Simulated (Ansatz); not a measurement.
## A strain series on CdS (rocksalt): uniaxial along x, other directions held

Rocksalt CdS, relaxed with r2SCAN in Ansatz 0.2.0, then strained (uniaxial along x, other directions held; changes of length per length, axes as in the cell below) with the atoms relaxed again within the symmetry that is left. Space group Fm-3m (No. 225), cubic; conventional cell a = 5.454 Å, 20.27 Å³ an atom. Around Cd lie 6 S at 2.73 Å; around S lie 6 Cd at 2.73 Å. All values are calculated for a non-magnetic cell, which may be hypothetical.

```
CELL_PARAMETERS angstrom
0.00000 2.72678 2.72678
2.72678 0.00000 2.72678
2.72678 2.72678 0.00000
ATOMIC_POSITIONS crystal
Cd 0.00000 0.00000 0.00000
S 0.50000 0.50000 0.50000
```

Gaps are the least over each mesh (r2SCAN 8×8×8, HSE06 6×6×6 when unstrained) and the special points, which keep their unstrained names; stress is the change from the unstrained cell, compression positive.

| strain (%) | gap, r2SCAN (eV) | gap, HSE06 (eV) | edges, HSE06 | stress along the strain, r2SCAN (GPa) | energy rise, r2SCAN (meV/atom) |
| --- | --- | --- | --- | --- | --- |
| -0.5 | 0.722 | 1.212 | L → X | +0.71 | 0.2 |
| 0.0 | 0.753 | 1.243 | L → X | 0.00 | 0.0 |
| +2.34 | 0.657 | 1.139 | L → X | -2.77 | 4.3 |
| +2.56 | 0.649 | 1.130 | L → X | -2.99 | 5.1 |
| +3.35 | 0.612 | 1.083 | Γ–K (0.56) → X | -3.72 | 8.5 |

Between zero and the nearest strains the slope of the HSE06 gap against strain is +0.062 eV per percent for negative and -0.044 for positive strain; it falls either way, as happens when edge states split or other valleys take over.

Spin-orbit coupling is left out.

Where an edge lies off the special points, it is a point of the mesh or the k point where a search put PBE's edge or least direct gap, reused for the other functionals, whose own edges may lie a little apart.

The meshes of the hybrids are coarse, so their gaps aren't converged to the digits shown.
